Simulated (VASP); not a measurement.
A run of VASP 6.6.1:

Contents of INCAR:

```
SYSTEM = BeTe
  PREC = Accurate
  ENCUT = 520
  EDIFF = 1E-6
  ISMEAR = 0
  SIGMA = 0.02
  LREAL = .FALSE.
  LASPH = .TRUE.
  NELM = 100
  ALGO = Normal
  ISIF = 2
  LWAVE = .FALSE.
  LCHARG = .FALSE.
  METAGGA = R2SCAN
  LMIXTAU = .TRUE.
  LUSE_VDW = .TRUE.
  IVDW_NL = 2
  BPARAM = 11.95
  CPARAM = 0.0093
  NBANDS = 11
```

Contents of KPOINTS:

```
regular mesh
0
G
  10 10 10
  0 0 0
```

File POSCAR:

```
BeTe                                    
1.0
   -0.0000000000      2.8233262171      2.8233262171
    2.8233262171     -0.0000000000      2.8233262171
    2.8233262171      2.8233262171     -0.0000000000
  Be              Te            
     1     1
Direct
     0.0000000000000000    0.0000000000000000    0.0000000000000000
     0.2500000000000000    0.2500000000000000    0.2500000000000000
```

KPOINTS_OPT

```
path GXWKGLUWLK,UX
10
line-mode
reciprocal
 0.0000000000  0.0000000000  0.0000000000  G
 0.5000000000  0.0000000000  0.5000000000  X

 0.5000000000  0.0000000000  0.5000000000  X
 0.5000000000  0.2500000000  0.7500000000  W

 0.5000000000  0.2500000000  0.7500000000  W
 0.3750000000  0.3750000000  0.7500000000  K

 0.3750000000  0.3750000000  0.7500000000  K
 0.0000000000  0.0000000000  0.0000000000  G

 0.0000000000  0.0000000000  0.0000000000  G
 0.5000000000  0.5000000000  0.5000000000  L

 0.5000000000  0.5000000000  0.5000000000  L
 0.6250000000  0.2500000000  0.6250000000  U

 0.6250000000  0.2500000000  0.6250000000  U
 0.5000000000  0.2500000000  0.7500000000  W

 0.5000000000  0.2500000000  0.7500000000  W
 0.5000000000  0.5000000000  0.5000000000  L

 0.5000000000  0.5000000000  0.5000000000  L
 0.3750000000  0.3750000000  0.7500000000  K

 0.6250000000  0.2500000000  0.6250000000  U
 0.5000000000  0.0000000000  0.5000000000  X
```

Potentials or basis: VASP PAW PBE potentials, release 64 (Be, Te).

Launch:

```bash
$ cat potpaw_PBE.64/Be/POTCAR potpaw_PBE.64/Te/POTCAR > POTCAR
$ mpirun -np 1 vasp_std > vasp.out
```

Hardware: 1 thread of Intel(R) Xeon(R) 6975P-C (Granite Rapids), on a shared host.

Problem. How long does it take, and how much memory?

Solution. It took 2.2 min on 1 thread of Intel(R) Xeon(R) 6975P-C (Granite Rapids), with other jobs on the host, peak memory 0.29 GiB. Counts: scf iterations 43, k points 47.
